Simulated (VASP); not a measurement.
# ZnO (zincite) (P6_3mc) in VASP: settings compared, part 2 of 2

VASP 6.6.1. The steps go on from the part before.

## Step 3: Relaxation of cell and atoms, PBE

This run uses another cell than the first one, of 12.39 Å³/atom, 1.041 times its volume.

INCAR reads:

```
ALGO     = Normal         # electronic algorithm
EDIFF    = 1E-7           # SCF threshold, eV
EDIFFG   = -0.005         # ionic threshold
ENCUT    = 600            # plane-wave cutoff, eV
GGA      = PE             # functional
IBRION   = 2              # ionic algorithm
ISIF     = 3              # what is computed and relaxed
ISMEAR   = 0              # smearing method
LASPH    = T              # aspherical terms in the spheres
LCHARG   = F              # write CHGCAR
LREAL    = F              # projectors in reciprocal space
LWAVE    = F              # write WAVECAR
NELM     = 80             # most SCF steps
NSW      = 90             # ionic steps
PREC     = Accurate       # precision mode
SIGMA    = 0.03           # smearing width, eV
```

KPOINTS reads:

```
k-points
0
Gamma
  9 9 5
```

POSCAR reads:

```
ZnO                                     
1.0
    3.2863600051      0.0000000000     -0.0000000000
   -1.6431800026      2.8460712504      0.0000000000
    0.0000000000      0.0000000000      5.2998172768
  Zn              O             
     2     2
Direct
     0.3333333332999970    0.6666666667000030    0.4998171835816887
     0.6666666667000030    0.3333333332999970    0.9998171835816887
     0.6666666667000030    0.3333333332999970    0.3791928164183123
     0.3333333332999970    0.6666666667000030    0.8791928164183123
```

Potentials or basis: VASP PAW PBE potentials, release 64 (Zn, O).

Command:

```console
> cat potpaw_PBE.64/Zn/POTCAR potpaw_PBE.64/O/POTCAR > POTCAR
> mpirun -np 1 vasp_std > vasp.out
```

Wall time 60 s (1 thread of Intel Xeon 6975P-C (Granite Rapids), shared host); peak memory 0.19 GiB.

The run converged. Its results:

| Item | Value |
| --- | --- |
| Free energy | -17.8656 eV |
| Relaxed volume | 12.39 Å³/atom |
| Relaxed cell | a = 3.287 Å, b = 3.287 Å, c = 5.300 Å, α = 90.00°, β = 90.00°, γ = 120.00° |
| Space group after relaxing (to 0.05 Å) | P6_3mc (No. 186) |
| Energy gained by relaxing | 0.0 meV/atom |
| Ionic steps | 3 |
| Pressure after relaxing | 0.0 GPa |
| Band gap on the k mesh | 0.72 eV, direct |

Forces in eV/Å, atoms in the order of the input:
```
Zn   0.000  0.000  0.003
Zn   0.000  0.000  0.003
O    0.000  0.000 -0.003
O    0.000  0.000 -0.003
```

Final structure:
```xyz
4
Lattice="3.2865 0.0000 0.0000 -1.6433 2.8462 0.0000 0.0000 0.0000 5.3004" Properties=species:S:1:pos:R:3 pbc="T T T"
Zn    0.0000    1.8975    2.6493
Zn    1.6433    0.9487    5.2995
O     1.6433    0.9487    2.0098
O     0.0000    1.8975    4.6600
```

Levels at points of the mesh, in eV from the valence-band top:
| k point | band 16 | band 17 | band 18 | band 19 | band 20 | band 21 |
| --- | --- | --- | --- | --- | --- | --- |
| (0.00, 0.00, 0.00) | -0.08 | 0.00 | 0.00 | 0.72 | 5.07 | 8.06 |

Expect the measured gap to be larger: semilocal functionals such as PBE lack the derivative discontinuity.

## Step 4: Relaxation of cell and atoms, LDA

INCAR reads:

```
SYSTEM = ZnO
  PREC = Accurate
  ENCUT = 600
  EDIFF = 1E-6
  ISMEAR = 0
  SIGMA = 0.03
  LREAL = .FALSE.
  LASPH = .TRUE.
  NELM = 80
  ALGO = Normal
  ISIF = 3
  LWAVE = .FALSE.
  LCHARG = .FALSE.
  GGA = CA
  IBRION = 2
  NSW = 90
  EDIFFG = -0.01
  KPAR = 2
```

KPOINTS reads:

```
regular mesh
0
G
  9 9 5
  0 0 0
```

POSCAR reads:

```
ZnO
1.0
    3.2493080000      0.0000000000      0.0000000000
   -1.6246540000      2.8139832727      0.0000000000
    0.0000000000      0.0000000000      5.2057090000
Zn O
2 2
Direct
    0.3333333333      0.6666666667      0.5000000000
    0.6666666667      0.3333333333      0.0000000000
    0.6666666667      0.3333333333      0.3790100000
    0.3333333333      0.6666666667      0.8790100000
```

Potentials or basis: VASP PAW LDA potentials, release 64 (Zn, O).

Command:

```console
> cat potpaw_LDA.64/Zn/POTCAR potpaw_LDA.64/O/POTCAR > POTCAR
> mpirun -np 2 vasp_std > vasp.out
```

OUTCAR:

```text
SYSTEM = ZnO
   PREC = Accurate
   ENCUT = 600
   EDIFF = 1E-6
   ISMEAR = 0
   LREAL = .FALSE.
   LASPH = .TRUE.
   NELM = 80
   ISIF = 3
   GGA = CA
   IBRION = 2
   NSW = 90
   EDIFFG = -0.01

 ion  position               nearest neighbor table
   1  0.333  0.667  0.500-   4 1.97   3 1.98   3 1.98   3 1.98
   2  0.667  0.333  0.000-   3 1.97   4 1.98   4 1.98   4 1.98
   3  0.667  0.333  0.379-   2 1.97   1 1.98   1 1.98   1 1.98
   4  0.333  0.667  0.879-   1 1.97   2 1.98   2 1.98   2 1.98

  LATTYP: Found a hexagonal cell.
 ALAT       =     3.2493080000
 C/A-ratio  =     1.6020977390

  Lattice vectors:

 A1 = (   3.2493080000,   0.0000000000,   0.0000000000)
 A2 = (  -1.6246540000,   2.8139832727,   0.0000000000)
 A3 = (   0.0000000000,   0.0000000000,   5.2057090000)
[... 381 lines left out ...]
  ext. energy  EPLUGINS =         0.00000000
  ---------------------------------------------------
  free energy    TOTEN  =       -21.16762732 eV

  energy without entropy =      -21.16762732  energy(sigma->0) =      -21.16762732

 E-fermi :   1.4211     XC(G=0): -11.6904

 val. band max:        1.2851512999   @ k =   0.0000   0.0000   0.0000
 cond. band min:       2.0855762616   @ k =   0.0000   0.0000   0.0000
 fundamental gap:      0.8004249618
 Fermi energy:         1.4211405554

 k-point     1 :       0.0000    0.0000    0.0000
  band No.  band energies     occupation
      1     -16.8812      2.00000
      2     -16.0491      2.00000
      3      -4.7853      2.00000
      4      -4.7102      2.00000
      5      -4.7102      2.00000
      6      -4.6746      2.00000
[... 589 lines left out ...]
     21       9.1721      0.00000
     22       9.3572      0.00000

 [... further k-points ...]

------------------------ aborting loop because EDIFF is reached ----------------------------------------

  FORCE on cell =-STRESS in cart. coord.  units (eV):
  Direction    XX          YY          ZZ          XY          YZ          ZX
  --------------------------------------------------------------------------------------
  -------------------------------------------------------------------------------------
  Total       -0.0014045     -0.0014045      0.0154670      0.0000000      0.0000000     -0.0000000
  in kB       -0.0493282     -0.0493282      0.5432225      0.0000000      0.0000000     -0.0000000
  external PRESSURE =       0.1481887 kB  Pullay stress =       0.0000000 kB
[... 19 lines left out ...]
  FREE ENERGIE OF THE ION-ELECTRON SYSTEM (eV)
  ---------------------------------------------------
  free  energy   TOTEN  =       -21.1676273180 eV

  energy  without entropy=      -21.1676273180  energy(sigma->0) =      -21.16762732

 reached required accuracy - stopping structural energy minimisation
```

Wall time 1.7 min (2 MPI ranks of Intel Xeon Platinum 8488C (Sapphire Rapids), shared host); peak memory 0.17 GiB.

Results:

| Item | Value |
| --- | --- |
| Free energy | -21.1676 eV |
| Relaxed volume | 11.40 Å³/atom |
| Relaxed cell | a = 3.194 Å, b = 3.194 Å, c = 5.164 Å, α = 90.00°, β = 90.00°, γ = 120.00° |
| Space group after relaxing (to 0.05 Å) | P6_3mc (No. 186) |
| Energy gained by relaxing | 10.4 meV/atom |
| Ionic steps | 11 |
| Pressure after relaxing | 0.0 GPa |
| Largest force after relaxing | 0.004 eV/Å |
| Band gap on the k mesh | 0.80 eV, direct |

Forces on the atoms (eV/Å):
```
Zn   0.000  0.000 -0.004
Zn   0.000  0.000 -0.004
O    0.000  0.000  0.004
O    0.000  0.000  0.004
```

The path:
```
step  energy change (eV)  largest force (eV/Å)  pressure (GPa)  volume (Å³)
   1              0.0000                0.0554           -6.25        47.60
   2             -0.0262                0.0408            4.43        44.47
   3             -0.0413                0.0024            0.05        45.61
   4             -0.0413                0.0043           -0.06        45.65
   5             -0.0414                0.0188           -0.27        45.66
   6             -0.0414                0.0185           -0.15        45.66
   7             -0.0415                0.0183            0.08        45.59
   8             -0.0415                0.0185            0.09        45.58
   9             -0.0416                0.0020            0.14        45.58
  10             -0.0416                0.0030            0.05        45.59
  11             -0.0416                0.0038            0.01        45.62
```

Final structure:
```xyz
4
Lattice="3.1939 0.0000 0.0000 -1.5970 2.7660 0.0000 0.0000 0.0000 5.1636" Properties=species:S:1:pos:R:3 pbc="T T T"
Zn    0.0000    1.8440    2.5836
Zn    1.5970    0.9220    0.0018
O     1.5970    0.9220    1.9553
O     0.0000    1.8440    4.5371
```

Levels at points of the mesh, in eV from the valence-band top:
| k point | band 14 | band 15 | band 16 | band 17 | band 18 | band 19 | band 20 | band 21 | band 22 |
| --- | --- | --- | --- | --- | --- | --- | --- | --- | --- |
| (0.00, 0.00, 0.00) | -0.85 | -0.85 | -0.10 | 0.00 | 0.00 | 0.80 | 5.27 | 8.18 | 12.94 |
